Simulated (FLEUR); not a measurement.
Crystal: Eu.

```
Eu
1.0
    -2.30300    2.30300    2.30300
     2.30300   -2.30300    2.30300
     2.30300    2.30300   -2.30300
Eu
1
Direct
  0.00000 0.00000 0.00000
```

| Item | Value |
| --- | --- |
| Program | FLEUR MaX-R8.1 (later development tree) |
| Task | single point |
| Functional | PBE |
| Potentials or basis | all-electron |
| Basis | FLAPW |
| Kmax | 4.1 1/bohr |
| k mesh | 8 × 8 × 8 |
| Occupations | fermi-dirac, width 0.05 eV |
| Spin | collinear spin, ferromagnetic start |
| Starting moments | [7.0] μB |
| Gmax | 12.7 1/bohr |
| Muffin-tin radii | Eu 2.66 bohr |
| lmax | Eu 11 |
| Local orbitals a species | Eu 5 |
| Max iterations | 60 |
| Mixing factor | 0.05 |
| Mixer | Anderson |
| Mixer history | 15 |

On this cell: net moment 7.36 μB per cell; site moments Eu +6.90 μB; band gap on the k mesh none (metal or under the smearing width).

The same run follows on a disturbed copy (cell strained at random at fixed volume):

```xyz
1
Lattice="-2.3423 2.2599 2.3128 2.3089 -2.2840 2.3035 2.3461 2.2878 -2.3369" Properties=species:S:1:pos:R:3 pbc="T T T"
Eu    0.0180   -0.0570   -0.0288
```

Problem. What changes?

Solution. The energy (extrapolated to zero smearing) moves by +0.7 meV/atom; net moment 7.36 μB per cell; site moments Eu +6.90 μB; band gap on the k mesh none (metal or under the smearing width).

Caveats: spin-orbit coupling is left out, which moves the levels of the heavy elements.
